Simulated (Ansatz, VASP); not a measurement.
# Two plane-wave programs on MgO

File INCAR:

```
PREC = Accurate
ENCUT = 520
EDIFF = 1E-7
ISMEAR = 0
SIGMA = 0.05
LREAL = False
LASPH = True
NELM = 80
ALGO = Normal
ISIF = 2
LWAVE = False
LCHARG = False
GGA = PS
NBANDS = 16
```

The input KPOINTS:

```
regular mesh
0
Gamma
  9 9 6
```

File POSCAR:

```
MgO
1.0
    3.4769000000      0.0000000000      0.0000000000
   -1.7384500000      3.0110837264      0.0000000000
    0.0000000000      0.0000000000      5.2202000000
Mg O
2 2
Direct
    0.3333333333      0.6666666667      0.0036583380
    0.6666666667      0.3333333333      0.5036583380
    0.3333333333      0.6666666667      0.4009416620
    0.6666666667      0.3333333333      0.9009416620
```

Input for Ansatz:

```yaml
crystal:
  lattice:
    - [3.4769, 0.0, 0.0]
    - [-1.73845, 3.0110837264, 0.0]
    - [0.0, 0.0, 5.2202]
  atoms:
    - { symbol: Mg, position: [0.3333333333, 0.6666666667, 0.003658338] }
    - { symbol: Mg, position: [0.6666666667, 0.3333333333, 0.503658338] }
    - { symbol: O, position: [0.3333333333, 0.6666666667, 0.400941662] }
    - { symbol: O, position: [0.6666666667, 0.3333333333, 0.900941662] }
basis:
  ecutwfc: 520.0
kpoints:
  mp_grid: { grid: [9, 9, 6] }
hamiltonian:
  xc: pbesol
  pseudopotentials: { kind: paw, azcp: { folder: soft_1 } }
scf:
  occupations: { method: gaussian, width: 0.05 }
output:
  forces: true
  stress: true
  eigenvalues: true
```

Alike in both runs: task single point; functional PBEsol; k mesh 9 × 9 × 6; occupations gaussian, width 0.05 eV; no spin polarisation.

```csv
,VASP,Ansatz
version,VASP 6.6.1,Ansatz 0.2.0
potentials or method,"VASP PAW PBE potentials, release 64 (Mg, O)","scalar-relativistic, plane waves, PAW"
plane-wave cutoff (eV),520,520
valence electrons in the cell,16,32
```

Ansatz gave:

| Item | Value |
| --- | --- |
| gap on the k mesh at the Fermi level (eV) | 2.64 |
| least direct gap on the mesh (eV) | 2.64 |
| pressure (GPa) | -12.9 |
| largest component of the traceless stress (GPa) | 2.06 |
| rms of the force components (eV/Å) | 0.025 |

Question: Estimate VASP's values.

Answer: gap on the k mesh at the Fermi level (eV): 2.63; least direct gap on the mesh (eV): 2.63; pressure (GPa): -13.3; largest component of the traceless stress (GPa): 2.12; rms of the force components (eV/Å): 0.026.

Atom by atom the forces differ by 0.001 eV/Å (rms over components). With one functional, cell and mesh, what is left measures potentials, basis and numerics. The two sets of potentials don't hold the same shells in valence. Ansatz warned: «pseudo_functional_mismatch».

Caveats: the PAW data sets were made with another functional, which shifts forces and pressure a little (VASP); an odd mesh through Γ misses points on the zone boundary, where band edges often lie. A hybrid or GW would open this gap; PBEsol tends to underestimate it.
